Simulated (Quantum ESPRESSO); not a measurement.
SiC (Moissanite):

```
Si C
1.0
     3.07600    0.00000    0.00000
    -1.53800    2.66389    0.00000
     0.00000    0.00000    5.04800
Si C
2 2
Direct
  0.66667 0.33333 0.50000
  0.33333 0.66667 0.00000
  0.66667 0.33333 0.88500
  0.33333 0.66667 0.38500
```

Base run:

- Program: Quantum ESPRESSO 7.5
- Functional: PBE
- Potentials or basis: PseudoDojo 0.4.1 SR PBE standard
- Cutoff: 1116 eV
- Density cutoff: 4463 eV
- k mesh: 8 × 8 × 4, shifted
- Occupations: fermi-dirac, width 0.05 eV
- Spin: no spin polarisation

Its results: pressure 3.7 GPa; largest force 0.760 eV/Å; electronic dielectric tensor (diagonal) 6.91, 6.91, 7.48.

Problem. The run is repeated on the same cell with these changes: functional from PBE to AM05. What comes out?

Solution. Pressure 0.8 GPa; largest force 0.758 eV/Å; electronic dielectric tensor (diagonal) 7.07, 7.07, 7.67.

AM05 binds more tightly than PBE, so the same cell stands under less pressure.

Caveats: the cell is more than 3 GPa from zero pressure, which shifts response properties (some runs); the potentials were made for another functional, which shifts forces and pressure (some runs).

Not every run made on this cell is shown here.
